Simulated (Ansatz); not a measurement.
**Ge under strain — coordination and ⁷³Ge quadrupole coupling**

Cell: a COD entry, relaxed with PBE at fixed cell and then changed (z compressed by 2 %, ions relaxed).

```yaml
crystal:
  lattice:
    - [5.93000, 0.00000, 0.00000]
    - [0.00000, 5.93000, 0.00000]
    - [0.00000, 0.00000, 6.84040]
  atoms:
    - { symbol: Ge, position: [0.09171, 0.09171, 0.00000] }
    - { symbol: Ge, position: [0.40829, 0.59171, 0.75000] }
    - { symbol: Ge, position: [0.90829, 0.90829, 0.50000] }
    - { symbol: Ge, position: [0.59171, 0.40829, 0.25000] }
    - { symbol: Ge, position: [0.17500, 0.36895, 0.26465] }
    - { symbol: Ge, position: [0.13105, 0.67500, 0.01465] }
    - { symbol: Ge, position: [0.82500, 0.63105, 0.76465] }
    - { symbol: Ge, position: [0.86895, 0.32500, 0.51465] }
    - { symbol: Ge, position: [0.67500, 0.13105, 0.98535] }
    - { symbol: Ge, position: [0.63105, 0.82500, 0.23535] }
    - { symbol: Ge, position: [0.32500, 0.86895, 0.48535] }
    - { symbol: Ge, position: [0.36895, 0.17500, 0.73535] }
```

Sites (sets of like atoms) are named by element and the number of their first atom in this list.

Level of theory: DFT, PBE, plane waves and PAW, scalar-relativistic, 420 eV cutoff, Γ-centred 8×8×7 k-points, Fermi–Dirac smearing 0.02 eV (Ansatz 0.2.0).

Q(⁷³Ge) = -196.0 mb.

Task: Rank these Ge sites by |C_Q|, smallest first.
A. Ge1: 4 Ge at 2.48–2.49 Å
B. Ge5: 4 Ge at 2.48–2.51 Å

Result: A (22.2 MHz, η = 0.81), B (27.8 MHz, η = 0.87).

With a gap of 0.5 eV on this mesh, the gradients can still move by some per cent as the k-mesh gets denser.
